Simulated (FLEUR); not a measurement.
Crystal: Br.

```
Br
1.0
    -1.42349    1.42349    3.57752
     1.42349   -1.42349    3.57752
     1.42349    1.42349   -3.57752
Br
1
Cartesian
  0.0000 0.0000 0.0000
```

```yaml
Program: FLEUR MaX-R8.1 (later development tree)
Task: single point
Functional: PBE
Potentials_or_basis: all-electron
Basis: FLAPW
Kmax: 4.1 1/bohr
k_mesh: 13 × 13 × 13
Occupations: fermi-dirac, width 0.05 eV
Spin: no spin polarisation
Gmax: 12.7 1/bohr
Muffin-tin_radii: Br 2.44 bohr
lmax: Br 10
Local_orbitals_a_species: Br 5
Max_iterations: 60
Mixing_factor: 0.05
Mixer: Anderson
Mixer_history: 15
Density_convergence: 1e-05 me/bohr^3
```

On this cell: band gap on the k mesh none (metal or under the smearing width).

The same run follows on a disturbed copy (cell strained at random at fixed volume):

```
Br
1.0
    -1.37086    1.42822    3.50710
     1.54394   -1.43502    3.57868
     1.34378    1.40794   -3.50981
Br
1
Direct
  0.01208 0.00474 0.01896
```

Question: What does the disturbed cell give?

Answer: The energy (extrapolated to zero smearing) moves by +4.5 meV/atom; band gap on the k mesh none (metal or under the smearing width).

Caveats: an odd number of electrons without spin polarisation forces a metal; a magnetic or distorted state may lie lower.
